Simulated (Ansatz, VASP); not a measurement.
**One calculation of WS2, two programs**

File INCAR:

```
PREC = Accurate
ENCUT = 520
EDIFF = 1E-6
ISMEAR = -1
SIGMA = 0.05
LREAL = False
LASPH = True
NELM = 80
ALGO = Normal
ISIF = 2
LWAVE = False
LCHARG = False
GGA = B5
ALDAX = 1.0
AGGAX = 1.0
AGGAC = 1.0
ALDAC = 0.0
NBANDS = 49
```

Contents of KPOINTS:

```
regular mesh
0
Gamma
  10 10 1
```

The input POSCAR:

```
WS2
1.0
    3.1829541699      0.0000000000      0.0000000000
   -1.5914770850      2.7565191702      0.0000000000
    0.0000000000      0.0000000000     28.5322178600
W S
3 6
Direct
    0.6666666667      0.3333333333      0.4343616800
    0.6666666667      0.3333333333      0.8855337800
    0.0000000000      0.0000000000      0.6592864300
    0.6666666667      0.3333333333      0.6046252100
    0.0000000000      0.0000000000      0.3797102500
    0.0000000000      0.0000000000      0.8308482800
    0.6666666667      0.3333333333      0.7139522100
    0.0000000000      0.0000000000      0.4890304200
    0.0000000000      0.0000000000      0.9401857300
```

Contents of input.yaml:

```yaml
crystal:
  lattice:
    - [3.1829541699, 0.0, 0.0]
    - [-1.591477085, 2.7565191702, 0.0]
    - [0.0, 0.0, 28.53221786]
  atoms:
    - { symbol: W, position: [0.6666666667, 0.3333333333, 0.43436168] }
    - { symbol: W, position: [0.6666666667, 0.3333333333, 0.88553378] }
    - { symbol: W, position: [0.0, 0.0, 0.65928643] }
    - { symbol: S, position: [0.6666666667, 0.3333333333, 0.60462521] }
    - { symbol: S, position: [0.0, 0.0, 0.37971025] }
    - { symbol: S, position: [0.0, 0.0, 0.83084828] }
    - { symbol: S, position: [0.6666666667, 0.3333333333, 0.71395221] }
    - { symbol: S, position: [0.0, 0.0, 0.48903042] }
    - { symbol: S, position: [0.0, 0.0, 0.94018573] }
hamiltonian:
  xc: blyp
  pseudopotentials: { kind: paw }
kpoints:
  mp_grid: { grid: [10, 10, 1] }
  band_path:
    path:
      - [[0.0, 0.0, 0.0], [0.5, 0.0, 0.0], [0.3333333333, 0.3333333333, 0.0], [0.0, 0.0, 0.0], [0.0, 0.0, 0.5], [0.5, 0.0, 0.5], [0.3333333333, 0.3333333333, 0.5], [0.0, 0.0, 0.5]]
      - [[0.5, 0.0, 0.5], [0.5, 0.0, 0.0]]
      - [[0.3333333333, 0.3333333333, 0.0], [0.3333333333, 0.3333333333, 0.5]]
    npoints: 10
scf:
  occupations: { method: fermi_dirac, width: 0.05 }
  n_extra_bands: 22
output:
  forces: true
  stress: true
  eigenvalues: true
  fatbands: false
```

Alike in both runs: functional BLYP; k mesh 10 × 10 × 1; occupations fermi-dirac, width 0.05 eV; no spin polarisation.

```csv
,VASP,Ansatz
version,VASP 6.6.1,Ansatz 0.2.0
potentials or method,"VASP PAW PBE potentials, release 64 (W_sv, S)",Ansatz PAW
plane-wave cutoff (eV),520,420
valence electrons in the cell,78,78
task,single point,band structure
```

```csv
,VASP,Ansatz,Ansatz less VASP
gap on the k mesh at the Fermi level (eV),1.48,1.47,-0.011
least direct gap on the mesh (eV),2.11,2.10,-0.013
rms of the force components (eV/Å),0.338,0.318,-0.0204
```

Atom by atom the forces differ by 0.020 eV/Å (rms over components). The functional is the same, so the differences come from potentials, cutoffs and numerics.

Caveats: spin-orbit coupling is left out, which moves the levels of the heavy elements; the PAW data sets were made with another functional, which shifts forces and pressure a little (VASP); the k mesh misses the band edges, so the gap on the mesh is wider than the one along the path (Ansatz); the PAW data sets come from PBE, with cores solved anew for the run's functional, which leaves a small shift of forces and pressure (Ansatz). A hybrid or GW would open this gap; BLYP tends to underestimate it.
